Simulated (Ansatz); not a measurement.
# CuO (Tenorite): the cost of one run

Method: DFT PBE+U (U_eff = 4 eV on Cu 3d), scalar-relativistic, plane waves, PAW, in Ansatz 0.2.0.

These runs use a low cutoff (300 eV) and a coarse mesh on purpose, to show what cheap settings give: their numbers aren't properties of the material.

4 further runs of the same task are left out: 1 that didn't finish, 3 set aside as unsound or not needed.

## 1. The system as given

The structure is monoclinic, space group C2/c (No. 15). The conventional cell has a = 4.684 Å, b = 3.423 Å, c = 5.129 Å, α = 90.00°, β = 99.54°, γ = 90.00°. Cu (site symmetry -1) has 4 O at 1.95 to 1.96 Å as nearest neighbours. Around O (site symmetry 2) lie 4 Cu at 1.95 to 1.96 Å.

As a file:

```xyz
4
Lattice="2.3418 -1.7113 0.0000 2.3418 1.7113 0.0000 -0.8500 0.0000 5.0579" Properties=species:S:1:pos:R:3 pbc="T T T"
Cu    1.1709    0.8557    0.0000
Cu    0.7459   -0.8557    2.5289
O     2.1293   -0.2793    1.2645
O     1.7043    0.2793    3.7934
```

The moments start at Cu 1.00 μB.

## 2. First run, at the start cell

File input.yaml:

```yaml
crystal:
  lattice:
    - [2.34185, -1.7113, 0.0]
    - [2.34185, 1.7113, 0.0]
    - [-0.8500274268, 0.0, 5.0578693947]
  atoms:
    - { symbol: Cu, position: [0.0, 0.5, 0.0], spin: 1.0 }
    - { symbol: Cu, position: [0.5, 0.0, 0.5], spin: 1.0 }
    - { symbol: O, position: [0.5816, 0.4184, 0.25] }
    - { symbol: O, position: [0.4184, 0.5816, 0.75] }
basis:
  ecutwfc: 300
  ecutrho_ratio: 4
kpoints:
  mp_grid: { grid: [5, 5, 3] }
hamiltonian:
  xc: pbe
  hubbard: { sites: [{ species: Cu, l: d, u_eff: 4.0 }] }
scf:
  occupations: { method: gaussian, width: 0.05 }
output:
  forces: true
  stress: true
  eigenvalues: true
  populations: true
  hubbard: { sites: [{ species: Cu, l: d }] }
magnetization:
  spin_polarized: true
```

Started as:

```bash
$ ansatz run input.yaml --threads 2 --pin off --max-ram 5120MiB --backend cpu --events-out ev --progress --plain --runs-dir out
```

What time and memory should one allow on 2 threads of Intel Xeon Platinum 8488C (Sapphire Rapids), shared host?

About 13 s, with a peak of 0.47 GiB.
